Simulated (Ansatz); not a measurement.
**Structure search for AsPt₄**

These are results of Ansatz 0.2.0, DFT PBE, scalar-relativistic, plane waves, PAW, not measurements. Settings: cutoff 420 eV, Γ-centred meshes spaced at most about 0.3 Å⁻¹, and about 0.25 Å⁻¹ or finer for metals (2π included), Gaussian smearing. No spin polarisation.

Formation energies are uncorrected and refer to the elements' standard structures at the same level.

Temperature and zero-point effects are left out. Larger cells and other orderings weren't all tried, so the list isn't exhaustive. Spin–orbit coupling, which can matter for Pt, is left out. The reference form of As is held partly by dispersion forces, which this level lacks.

Invented guesses were relaxed alike, and ends that match in structure were merged. ΔE counts from the first row. Coordination counts Pt atoms around As (those within 1.25 times the shortest such distance or 1.15 times the sum of covalent radii). The ends were matched against large subsets of the Crystallography Open Database and the Materials Project, so a missing match doesn't prove that a structure is unreported.

| # | reached from | type and space group | atoms | Å³/atom | coordination | ΔE (meV/atom) | gap on mesh (eV) | in databases |
| --- | --- | --- | --- | --- | --- | --- | --- | --- |
| 1 | Hg4Pt type (Im-3m) | Im-3m (No. 229) | 5 | 18.2 | As 8 | 0 | 0.00 | no match |
| 2 | SnF4 type (I4/mmm) | I4/mmm (No. 139) | 5 | 17.7 | As 6 | 41 | 0.00 | no match |
| 3 | Co4N type (Pm-3m) | Pm-3m (No. 221) | 5 | 19.5 | As 6 | 631 | 0.00 | no match |
| 4 | SO4 type (F-43m) | F-43m (No. 216) | 5 | 36.8 | As 4 | 763 | 0.00 | no match |

The lowest: Space group Im-3m (No. 229), cubic, a = 5.664 Å. As is surrounded by 8 Pt at 2.45 Å; Pt has 2 As at 2.45 Å and 6 Pt at 2.83 Å. Its energy over the elements is +0.11 eV/atom. It can't be a ground state, since the elements alone are lower. An observed structure of this formula, if there is one, may be missing.

```
CELL_PARAMETERS angstrom
-2.83213 2.83213 2.83213
2.83213 -2.83213 2.83213
2.83213 2.83213 -2.83213
ATOMIC_POSITIONS crystal
As 0.00000 0.00000 0.00000
Pt 0.00000 0.00000 0.50000
Pt 0.50000 0.00000 0.00000
Pt 0.00000 0.50000 0.00000
Pt 0.50000 0.50000 0.50000
```

The second: Space group I4/mmm (No. 139), tetragonal, a = 4.830 Å, c = 7.576 Å. Around As lie 6 Pt at 2.41–2.42 Å; around Pt on a site of symmetry 4mm lie 1 As at 2.42 Å and 5 Pt at 2.74–2.78 Å; Pt on a site of symmetry mmm has 2 As at 2.41 Å and 4 Pt at 2.78 Å. Counting Pt atoms around As, the first has As 8 and the second has As 6. Cells relaxed within their symmetry can be saddle points.

```cif
data_structure
_symmetry_space_group_name_H-M 'I4/mmm'
_symmetry_Int_Tables_number 139
_cell_length_a 4.8296
_cell_length_b 4.8296
_cell_length_c 7.5757
_cell_angle_alpha 90.000
_cell_angle_beta 90.000
_cell_angle_gamma 90.000
_cell_volume 176.70
loop_
_atom_site_label
_atom_site_type_symbol
_atom_site_symmetry_multiplicity
_atom_site_Wyckoff_symbol
_atom_site_fract_x
_atom_site_fract_y
_atom_site_fract_z
_atom_site_occupancy
As1 As 2 a 0.00000 0.00000 0.00000 1
Pt1 Pt 4 e 0.00000 0.00000 0.31927 1
Pt2 Pt 4 c 0.00000 0.50000 0.00000 1
```

Some structure types and database cells were kept out of the candidates from the start, so a known form may be missing.
